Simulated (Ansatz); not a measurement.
# TaC: the change of energy less free atoms and pressure with volume scale

Periodic Kohn-Sham DFT of a crystal at fixed atoms, scaled to volume_scale times the given cell; pressure positive in compression, energy less spherical unpolarised free atoms, largest_vzz the field gradient of largest size among the nuclei. The results are calculated, by Ansatz 0.2.0.

The cell before it is scaled or strained (space group Fm-3m, No. 225):
```
CELL_PARAMETERS angstrom
0.00000 2.22700 2.22700
2.22700 0.00000 2.22700
2.22700 2.22700 0.00000
ATOMIC_POSITIONS crystal
Ta 0.00000 0.00000 0.00000
C 0.50000 0.50000 0.50000
```

Settings of every row: method all-electron LAPW; functional PBE; relativity scalar; k mesh 16x16x16; filling fermi-dirac; smearing width 0.05 eV; basis error target 1 meV/atom; nucleus gaussian.

Atom start moment: 0 on all atoms.

Limits: no spin-orbit coupling on heavy atoms.

```csv
row,volume scale,V (Å³/atom),energy less free atoms (eV/atom),pressure (GPa)
1,0.9405,10.388,-10.0114,28.482
2,0.97,10.714,-10.0561,15.818
3,1,11.045,-10.0771,4.757
4,1.03,11.376,?,?
5,1.06,11.708,-10.0584,-12.877
```

Question: what energy less free atoms and pressure should row 4 give?

Worked fit of energy less free atoms. Take u = (V_r/V)^(2/3) − 1 with V_r = 10.88 Å³ an atom, which is twice the finite (Eulerian) strain; such expansions in the strain, on which the Birch-Murnaghan equation of state is built, carry the rest volume and the bulk modulus. The shown rows have u = 0.03133, 0.0103, -0.00998, -0.04772. Least squares give energy less free atoms = −10.06948 + 1.027 × u + 26.387 × u² eV/atom; a straight line predicts inner rows, each left out in turn, worse (root mean square 0.026 against 2.8e-07 eV/atom). All shown rows lie on it to the printed digit. Its lowest point lies at u = -0.0195, or V = 11.21 Å³ an atom, and the curvature there gives the bulk modulus at fixed shape and fractions, B = (4/9)(1 + u)² E″(u)/V = 322 GPa. The withheld row has u = -0.02928, so the fit gives −10.06948 + 1.027 × (-0.02928) + 26.387 × (-0.02928)² = -10.0769 eV/atom.

The calculation gave -10.0769 eV/atom. The fit meets it to the printed digit.

Worked fit of pressure. Take u = (V_r/V)^(2/3) − 1 with V_r = 10.88 Å³ an atom, which is twice the finite (Eulerian) strain; such expansions in the strain, on which the Birch-Murnaghan equation of state is built, carry the rest volume and the bulk modulus. The shown rows have u = 0.03133, 0.0103, -0.00998, -0.04772. Least squares give pressure = 10.0612 + 545.403 × u + 1356.53 × u² GPa; a straight line predicts inner rows, each left out in turn, worse (root mean square 1.3 against 0.0097 GPa). The rows lie off it by 0.002, -0.005, 0.004, -0.001 (root mean square 0.0034 GPa). The pressure vanishes at u = -0.0194, or V = 11.2 Å³ an atom, and there the bulk modulus at fixed shape and fractions is B = −V dP/dV = (2/3)(1 + u) dP/du = 322 GPa. The withheld row has u = -0.02928, so the fit gives 10.0612 + 545.403 × (-0.02928) + 1356.53 × (-0.02928)² = -4.745 GPa.

The calculation gave -4.734 GPa. The fit lies 0.011 GPa (0.027 % of the column's range) below it; its largest miss of a shown row is 0.005 GPa.
